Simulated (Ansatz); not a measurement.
TaN: a fit and a missing row

TaN, P6_3mc, a = 3.152 Å, c = 6.105 Å. This isn't the usual stable structure of the compound. Ansatz: PBE, PAW, 420 eV, Γ-centred 18×18×8 mesh on 4 atoms, Gaussian smearing 0.10 eV; no spin polarisation. Shape and atoms are relaxed at each volume; pressure is positive in compression.

```tsv
V (Å³/atom)	P (GPa)
11.555	38.80
11.949	26.91
12.343	16.62
12.737	7.71
13.131	-0.02
13.525	-6.66
13.919	?
14.444	-18.72
```

Problem. Take V0 = 13.131 Å³/atom, count pressures from its P0 = -0.02 GPa, fit the third-order Birch–Murnaghan form to the other rows, and predict the missing pressure.

Solution. With the Eulerian strain f = ½[(V0/V)^(2/3) − 1] and y = (P − P0)/[3f(1 + 2f)^(5/2)], the form is the line y = B0 + 1.5 B0 (B0′ − 4) f. Rows (f, y): 0.04449, 235.0; 0.03245, 236.4; 0.02106, 237.6; 0.01026, 238.7; -0.00976, 238.2; -0.03078, 237.4. Means f = 0.01129, y = 237.22; Σ(Δf)² = 0.003859, ΣΔfΔy = -0.1171; the slope is their ratio. y = 237.6 − 30.33 f GPa, so B0 = 237.6 GPa and B0′ = 4 + 2 × (-30.33)/(3 × 237.6) = 3.91. At V = 13.919, f = -0.01905, y = 238.18 and P = -12.37 GPa. The run gave -12.36 GPa, so the fit is 0.01 GPa too low, within the rms miss on the fitted rows (0.09 GPa).

Spin–orbit coupling is left out, which can shift energies with elements as heavy as these.